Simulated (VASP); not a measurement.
# NbSn (P6_3/mmc) in VASP: relaxation of cell and atoms with PBEsol

Aim: the relaxation of cell and atoms of NbSn with PBEsol.

Program: VASP 6.6.1. These are calculated values, not measurements. Logs are shortened: lines on timing, memory, paths and dates and some standing lists are left out, and cuts for length are marked.

### 1 The crystal as given

The structure is hexagonal, space group P6_3/mmc (No. 194). The conventional cell has a = 4.054 Å, b = 4.054 Å, c = 5.562 Å, α = 90.00°, β = 90.00°, γ = 120.00°. Around Nb (site symmetry -3m) lie 6 Sn at 2.72 Å and 2 Nb at 2.78 Å. Sn (site symmetry -6m2) is surrounded by 6 Nb at 2.72 Å.

The cell was built by a generator and needn't be a form met in nature.

### 2 Relaxation of cell and atoms, PBEsol

INCAR reads:

```
SYSTEM = NbSn
ALGO     = Normal         ! electronic algorithm
EDIFF    = 1E-7           ! SCF threshold, eV
EDIFFG   = -0.005         ! ionic threshold
ENCUT    = 600            ! plane-wave cutoff, eV
GGA      = PS             ! functional
IBRION   = 2              ! ionic algorithm
ISIF     = 3              ! what is computed and relaxed
ISMEAR   = 1              ! smearing method
LASPH    = .TRUE.         ! aspherical terms in the spheres
LCHARG   = .FALSE.        ! write CHGCAR
LREAL    = .FALSE.        ! projectors in reciprocal space
LWAVE    = .FALSE.        ! write WAVECAR
NELM     = 60             ! most SCF steps
NSW      = 60             ! ionic steps
PREC     = Accurate       ! precision mode
SIGMA    = 0.1            ! smearing width, eV
```

KPOINTS reads:

```
k-points
0
G
  8 8 5
  0 0 0
```

POSCAR reads:

```
NbSn
1.0
    4.0543587400      0.0000000000      0.0000000000
   -2.0271793700      3.5111776700      0.0000000000
    0.0000000000      0.0000000000      5.5622700900
Nb Sn
2 2
Direct
    0.0000000000      0.0000000000      0.0000000000
    0.0000000000      0.0000000000      0.5000000000
    0.3333333300      0.6666666700      0.2500000000
    0.6666666700      0.3333333300      0.7500000000
```

Potentials or basis: VASP PAW PBE potentials, release 64 (Nb_sv, Sn_d).

The run is started by

```console
> cat potpaw_PBE.64/Nb_sv/POTCAR potpaw_PBE.64/Sn_d/POTCAR > POTCAR
> mpirun -np 1 vasp_std > vasp.out
```

OUTCAR:

```text
SYSTEM = NbSn
   EDIFF = 1E-7
   EDIFFG = -0.005
   ENCUT = 600
   GGA = PS
   IBRION = 2
   ISIF = 3
   ISMEAR = 1
   LASPH = .TRUE.
   LREAL = .FALSE.
   NELM = 60
   NSW = 60
   PREC = Accurate

 ion  position               nearest neighbor table
   1  0.000  0.000  0.000-   3 2.72   4 2.72   4 2.72   3 2.72   4 2.72   3 2.72   2 2.78   2 2.78

   2  0.000  0.000  0.500-   3 2.72   4 2.72   4 2.72   3 2.72   4 2.72   3 2.72   1 2.78   1 2.78

   3  0.333  0.667  0.250-   1 2.72   2 2.72   1 2.72   2 2.72   1 2.72   2 2.72   4 3.64   4 3.64
                             4 3.64   4 3.64   4 3.64   4 3.64
   4  0.667  0.333  0.750-   1 2.72   2 2.72   1 2.72   2 2.72   1 2.72   2 2.72   3 3.64   3 3.64
                             3 3.64   3 3.64   3 3.64   3 3.64

  LATTYP: Found a hexagonal cell.
 ALAT       =     4.0543587400
 C/A-ratio  =     1.3719235141

  Lattice vectors:

 A1 = (   4.0543587400,   0.0000000000,   0.0000000000)
 A2 = (  -2.0271793700,   3.5111776700,   0.0000000000)
 A3 = (   0.0000000000,   0.0000000000,   5.5622700900)

Analysis of symmetry for initial positions (statically):
=====================================================================
 Subroutine PRICEL returns:
 Original cell was already a primitive cell.

 Routine SETGRP: Setting up the symmetry group for a
 hexagonal supercell.

 Subroutine GETGRP returns: Found 24 space group operations
 (whereof 12 operations were pure point group operations)
 out of a pool of 24 trial point group operations.

The static configuration has the point symmetry D_3d.
 The point group associated with its full space group is D_6h.

Analysis of symmetry for dynamics (positions and initial velocities):
=====================================================================
 Subroutine PRICEL returns:
 Original cell was already a primitive cell.

 Routine SETGRP: Setting up the symmetry group for a
 hexagonal supercell.

 Subroutine GETGRP returns: Found 24 space group operations
 (whereof 12 operations were pure point group operations)
 out of a pool of 24 trial point group operations.

The dynamic configuration has the point symmetry D_3d.
 The point group associated with its full space group is D_6h.

 Subroutine INISYM returns: Found 24 space group operations
 (whereof 12 operations are pure point group operations),
 and found     1 'primitive' translations

----------------------------------------------------------------------------------------

                                     Primitive cell

  volume of cell :      79.1821

  direct lattice vectors                    reciprocal lattice vectors
     4.054358740  0.000000000  0.000000000     0.246648130  0.142402364  0.000000000
    -2.027179370  3.511177670  0.000000000     0.000000000  0.284804728  0.000000000
     0.000000000  0.000000000  5.562270090     0.000000000  0.000000000  0.179782712

  length of vectors
     4.054358740  4.054358744  5.562270090     0.284804728  0.284804728  0.179782712

  position of ions in fractional coordinates (direct lattice)
     0.000000000  0.000000000  0.000000000
     0.000000000  0.000000000  0.500000000
     0.333333330  0.666666670  0.250000000
     0.666666670  0.333333330  0.750000000

  ion indices of the primitive-cell ions
   primitive index   ion index
                 1           1
                 2           2
                 3           3
                 4           4

----------------------------------------------------------------------------------------

 KPOINTS: k-points

Automatic generation of k-mesh.
 Grid dimensions read from file:
 generate k-points for:    8    8    5

 Generating k-lattice:

  Cartesian coordinates                     Fractional coordinates (reciprocal lattice)
     0.030831016  0.017800295  0.000000000     0.125000000  0.000000000  0.000000000
     0.000000000  0.035600591  0.000000000     0.000000000  0.125000000  0.000000000
     0.000000000  0.000000000  0.035956542     0.000000000  0.000000000  0.200000000

  Length of vectors
     0.035600591  0.035600591  0.035956542

  Shift w.r.t. Gamma in fractional coordinates (k-lattice)
     0.000000000  0.000000000  0.000000000

 Subroutine IBZKPT returns following result:
 ===========================================

 Found     30 irreducible k-points:

 Following reciprocal coordinates:
            Coordinates               Weight
  0.000000  0.000000  0.000000      1.000000
  0.125000 -0.000000  0.000000      6.000000
  0.250000 -0.000000  0.000000      6.000000
  0.375000  0.000000  0.000000      6.000000
  0.500000 -0.000000  0.000000      3.000000
  0.125000  0.125000  0.000000      6.000000
[... 16 lines left out ...]
  0.250000 -0.000000  0.400000     12.000000
  0.375000  0.000000  0.400000     12.000000
 [... further k-points ...]
   k-points           NKPTS =     30   k-points in BZ     NKDIM =     30   number of bands    NBANDS=     32
   number of dos      NEDOS =    301   number of ions     NIONS =      4
   total plane-waves  NPLWV =  49152
   dimension x,y,z NGX =    32 NGY =   32 NGZ =   48
   dimension x,y,z NGXF=    64 NGYF=   64 NGZF=   96
   ions per type =               2   2
   NGX,Y,Z   is equivalent  to a cutoff of  13.12, 13.12, 14.35 a.u.
   NGXF,Y,Z  is equivalent  to a cutoff of  26.24, 26.24, 28.69 a.u.
 SYSTEM =  NbSn
   PREC   = accura    normal or accurate (medium, high low for compatibility)
   ISTART =      0    job   : 0-new  1-cont  2-samecut
   ICHARG =      2    charge: 1-file 2-atom 10-const
   ISPIN  =      1    spin polarized calculation?
   LNONCOLLINEAR =      F non collinear calculations
   LSORBIT =      F    spin-orbit coupling
   LASPH  =      T    aspherical Exc in radial PAW
   ENCUT  =  600.0 eV  44.10 Ry    6.64 a.u.   8.10  8.10 11.11*2*pi/ulx,y,z
   NELM   =     60;   NELMIN=  2; NELMDL= -5     # of ELM steps
   EDIFF  = 0.1E-06   stopping-criterion for ELM
   LREAL  =      F    real-space projection
   EDIFFG = -.5E-02   stopping-criterion for IOM
   NSW    =     60    number of steps for IOM
   IBRION =      2    ionic relax: 0-MD 1-quasi-New 2-CG
   NFREE  =      1    steps in history (QN), initial steepest desc. (CG)
   ISIF   =      3    stress and relaxation
   ISYM   =      2    0-nonsym 1-usesym 2-fastsym
   POTIM  = 0.5000    time-step for ionic-motion
   TEBEG  =    0.0;   TEEND  =   0.0 temperature during run
   PSTRESS=    0.0 pullay stress
   NELECT =      54.0000    total number of electrons
   NUPDOWN=      -1.0000    fix difference up-down
   EMIN   =  10.00;   EMAX   =-10.00  energy-range for DOS
   EFERMI =   0.00;   METHOD = LEGACY
   ISMEAR =     1;   SIGMA  =   0.10  broadening in eV -4-tet -1-fermi 0-gaus
   EFERMI_NEDOS =   21; number of points for ismear=-14 and -15
   IALGO  =     38    algorithm
   IMIX   =      4    mixing-type and parameters
     AMIX     =   0.40;   BMIX     =  1.00
     AMIX_MAG =   1.60;   BMIX_MAG =  1.00
  volume/ion in A,a.u.               =      19.80       133.59
  Fermi-wavevector in a.u.,A,eV,Ry     =   1.440999  2.723094 28.252207  2.076479
  Thomas-Fermi vector in A             =   2.559681
   LORBIT       =      0    0 simple, 1 ext, 2 COOP (PROOUT), +10 PAW based schemes
   GGA     = PS    functional components
   LHFCALC =     F    Hartree Fock is set to
   AEXX    =    0.0000 exact exchange contribution
   IVDW    =     0    specifies the selected vdW correction
   LEPSILON=     F    determine dielectric tensor
   LRPA    =     F    only Hartree local field effects (RPA)
 conjugate gradient relaxation of ions
 non-spin polarized calculation
 Methfessel and Paxton  Order N= 1 SIGMA  =   0.10
  energy-cutoff  :      600.00
  volume of cell :       79.18
 maximum number of plane-waves:      2666
   NGX = 17   NGY = 17   NGZ = 23

--------------------------------------- Ionic step        1  -------------------------------------------

 number of electron      53.9999999 magnetization

 Free energy of the ion-electron system (eV)
  ---------------------------------------------------
  ext. energy  EPLUGINS =         0.00000000
  ---------------------------------------------------
  free energy    TOTEN  =       -28.43214706 eV

  energy without entropy =      -28.43282128  energy(sigma->0) =      -28.43237180

 E-fermi :  10.6060     XC(G=0): -11.9657

 val. band max:       10.5843138393   @ k =   0.3750   0.2500   0.4000
 cond. band min:      10.6286180343   @ k =   0.3750   0.2500   0.2000
 fundamental gap:      0.0443041950
 Fermi energy:        10.6059631353

 k-point     1 :       0.0000    0.0000    0.0000
  band No.  band energies     occupation
      1     -44.0554      2.00000
      2     -43.9101      2.00000
      3     -20.5922      2.00000
      4     -20.3355      2.00000
      5     -20.3355      2.00000
      6     -20.1831      2.00000
[... 829 lines left out ...]
     31      12.6193      0.00000
     32      12.9829      0.00000

 [... further k-points ...]
[... 5 lines left out ...]
  --------------------------------------------------------------------------------------
  -------------------------------------------------------------------------------------
  Total        8.5855896      8.5855896     14.8111244     -0.0000000      0.0000000      0.0000000
  in kB      173.7215340    173.7215345    299.6895219     -0.0000000      0.0000000      0.0000000
  external PRESSURE =     215.7108635 kB  Pullay stress =       0.0000000 kB
[... 95 lines left out ...]
  FREE ENERGIE OF THE ION-ELECTRON SYSTEM (eV)
  ---------------------------------------------------
  free  energy   TOTEN  =       -29.2220447208 eV

  energy  without entropy=      -29.2200250330  energy(sigma->0) =      -29.22137149

[... ionic steps 4 to 8 ...]

--------------------------------------- Ionic step        9  -------------------------------------------

 number of electron      54.0000002 magnetization

------------------------ aborting loop because EDIFF is reached ----------------------------------------
[... 71 lines left out ...]
--------------------------------------- Ionic step       11  -------------------------------------------

 number of electron      54.0000004 magnetization

 Free energy of the ion-electron system (eV)
  ---------------------------------------------------
  ext. energy  EPLUGINS =         0.00000000
  ---------------------------------------------------
  free energy    TOTEN  =       -29.31860814 eV

  energy without entropy =      -29.32128565  energy(sigma->0) =      -29.31950064

 E-fermi :   8.9774     XC(G=0): -11.3559

 val. band max:        8.9525653258   @ k =   0.0000   0.0000   0.0000
 cond. band min:       8.9856496967   @ k =   0.0000   0.0000   0.4000
 fundamental gap:      0.0330843708
 Fermi energy:         8.9774490692

 k-point     1 :       0.0000    0.0000    0.0000
  band No.  band energies     occupation
      1     -46.0447      2.00000
      2     -46.0089      2.00000
      3     -22.2178      2.00000
      4     -22.2178      2.00000
      5     -22.1734      2.00000
      6     -22.1731      2.00000
[... 829 lines left out ...]
     31      10.8007     -0.00000
     32      11.1354      0.00000

 [... further k-points ...]
[... 5 lines left out ...]
  --------------------------------------------------------------------------------------
  -------------------------------------------------------------------------------------
  Total       -0.0063475     -0.0063475      0.0072889      0.0000000     -0.0000000      0.0000000
  in kB       -0.1133853     -0.1133853      0.1302017      0.0000000     -0.0000000      0.0000000
  external PRESSURE =      -0.0321896 kB  Pullay stress =       0.0000000 kB
[... 19 lines left out ...]
  FREE ENERGIE OF THE ION-ELECTRON SYSTEM (eV)
  ---------------------------------------------------
  free  energy   TOTEN  =       -29.3186081382 eV

  energy  without entropy=      -29.3212856532  energy(sigma->0) =      -29.31950064

 reached required accuracy - stopping structural energy minimisation
```

Wall time 13 min (1 thread of Intel Xeon Platinum 8488C (Sapphire Rapids), shared host); peak memory 0.27 GiB.

Results:

```
Free energy                            : -29.3186 eV
Relaxed volume                         : 22.42 Å³/atom
Relaxed cell                           : a = 4.064 Å, b = 4.064 Å, c = 6.269 Å, α = 90.00°, β = 90.00°, γ = 120.00°
Space group after relaxing (to 0.05 Å) : P6_3/mmc (No. 194)
Energy gained by relaxing              : 221.6 meV/atom
Ionic steps                            : 11
Pressure after relaxing                : 0.0 GPa
Band gap on the k mesh                 : none (metal or under the smearing width)
```

The path:
```csv
step,energy change (eV),largest force (eV/Å),pressure (GPa),volume (Å³)
1,0.0000,0.0000,21.57,79.18
2,0.6080,0.0000,-16.27,113.65
3,-0.7899,0.0000,-1.66,92.13
4,-0.7923,0.0000,-0.85,91.50
5,-0.7923,0.0000,-0.52,91.24
6,-0.8520,0.0000,-0.40,90.62
7,-0.8852,0.0000,0.44,89.24
8,-0.8862,0.0000,0.32,89.42
9,-0.8863,0.0000,0.27,89.49
10,-0.8859,0.0000,-0.50,90.05
11,-0.8865,0.0000,0.00,89.69
```

Final structure:
```xyz
4
Lattice="4.0644 0.0000 0.0000 -2.0322 3.5199 0.0000 0.0000 0.0000 6.2695" Properties=species:S:1:pos:R:3 pbc="T T T"
Nb    0.0000    0.0000    0.0000
Nb    0.0000    0.0000    3.1347
Sn    0.0000    2.3466    1.5674
Sn    2.0322    1.1733    4.7021
```

Caveat: the PAW data sets were made with another functional, which shifts forces and pressure a little.

### 3 The reference run

An earlier run on the cell as given: functional PBE; potentials or basis VASP PAW PBE potentials, release 64 (Nb_sv, Sn_d); cutoff 520 eV; k mesh 8 × 8 × 5; occupations fermi-dirac, width 0.05 eV; no spin polarisation.

* Pressure: 27.1 GPa
* Band gap on the k mesh: none (metal or under the smearing width)
